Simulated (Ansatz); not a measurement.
# AlN: the cost of one run

Program: Ansatz 0.2.0. Level of theory: DFT PBE, scalar-relativistic, plane waves, PAW. These are calculated values, not measurements.

## 1. Starting point

It takes space group Pnma (No. 62, orthorhombic). The conventional cell has a = 5.091 Å, b = 3.110 Å, c = 5.227 Å, α = 90.00°, β = 90.00°, γ = 90.00°. Al (site symmetry m) is surrounded by 4 N at 1.82 Å. N (site symmetry m) has 4 Al at 1.82 Å as nearest neighbours.

Coordinates:

```xyz
8
Lattice="5.0906 0.0000 0.0000 0.0000 3.1097 0.0000 0.0000 0.0000 5.2272" Properties=species:S:1:pos:R:3 pbc="T T T"
Al    4.1798    2.3323    2.1407
Al    3.4562    0.7774    4.7543
Al    1.6344    2.3323    0.4729
Al    0.9109    0.7774    3.0864
N     4.1798    0.7774    3.0864
N     3.4562    2.3323    0.4729
N     1.6344    0.7774    4.7543
N     0.9109    2.3323    2.1407
```

The cell is invented: 4-connected net, two elements alternating (Pnma, No. 62). The dimensions are guesses.

## 2. A first look at the guess

The input, input.yaml:

```yaml
crystal:
  lattice:
    - [5.09064706, 0.0, 0.0]
    - [0.0, 3.1097468, 0.0]
    - [0.0, 0.0, 5.22715919]
  atoms:
    - { symbol: Al, position: [0.82106782, 0.75, 0.409537] }
    - { symbol: Al, position: [0.67893218, 0.25, 0.909537] }
    - { symbol: Al, position: [0.32106782, 0.75, 0.090463] }
    - { symbol: Al, position: [0.17893218, 0.25, 0.590463] }
    - { symbol: "N", position: [0.82106782, 0.25, 0.590463] }
    - { symbol: "N", position: [0.67893218, 0.75, 0.090463] }
    - { symbol: "N", position: [0.32106782, 0.25, 0.909537] }
    - { symbol: "N", position: [0.17893218, 0.75, 0.409537] }
basis:
  ecutwfc: 420
kpoints:
  mp_grid: { grid: [4, 6, 4] }
hamiltonian:
  xc: pbe
scf:
  occupations: { method: gaussian, width: 0.1 }
  lower_state_search: "off"
output:
  forces: true
  stress: true
  eigenvalues: true
```

The run is started by

```sh
ansatz run input.yaml --threads 1 --pin off --max-ram 2560MiB --backend cpu --events-out ev --progress --plain --runs-dir out
```

**Question.** How long does this run take on 1 thread of Arm Neoverse V1, shared host, and how much memory does it need?

About 4 s, with a peak of 0.33 GiB.
